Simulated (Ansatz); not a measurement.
# Ti3Si under changes of volume

One of the cells (15.544 Å³/atom); the others are scaled copies at fixed shape and fractional positions:

```
Ti Si
1.0
     0.00000    3.14436    3.14436
     3.14436    0.00000    3.14436
     3.14436    3.14436    0.00000
Ti Si
3 1
Direct
  0.00000 0.00000 0.00000
  0.25000 0.25000 0.25000
  0.75000 0.75000 0.75000
  0.50000 0.50000 0.50000
```

The cell comes from a database or a generator and needn't be the stable form of this composition.

| Item | Value |
| --- | --- |
| Program | Ansatz 0.2.0 |
| Functional | LDA |
| Potentials or basis | Ansatz PAW |
| Cutoff | 420 eV (not typed: the program's choice for these potentials) |
| k mesh | 7 × 7 × 7 |
| Occupations | fermi-dirac, width 0.05 eV |
| Spin | no spin polarisation |

```tsv
volume (Å³/atom)	energy over the lowest point (meV/atom)	pressure (GPa)
14.611	0.00	-1.0
14.922	5.10	-4.0
15.233	15.65	-6.7
15.544	31.09	-9.1
15.855	50.95	-11.2
16.166	74.78	-13.2
16.477	?	?
```

What does the run at 16.477 Å³/atom give?

Energy over the lowest point 102.18 meV/atom; pressure -14.9 GPa.

Worked out: A Birch-Murnaghan fit of order 3 (a polynomial in V^(-2/3)) to the other rows has its minimum at 14.50 Å³/atom, just outside them, with B0 = V·E''(V) = 151 GPa and B' = 3.9. It gives 102.19 meV/atom at 16.477 Å³/atom, against the run's 102.18, and -dE/dV = -15.0 GPa, against -14.9.

Energies are extrapolated to zero smearing.

Caveats: the PAW data sets come from PBE, with cores solved anew for the run's functional, which leaves a small shift of forces and pressure.
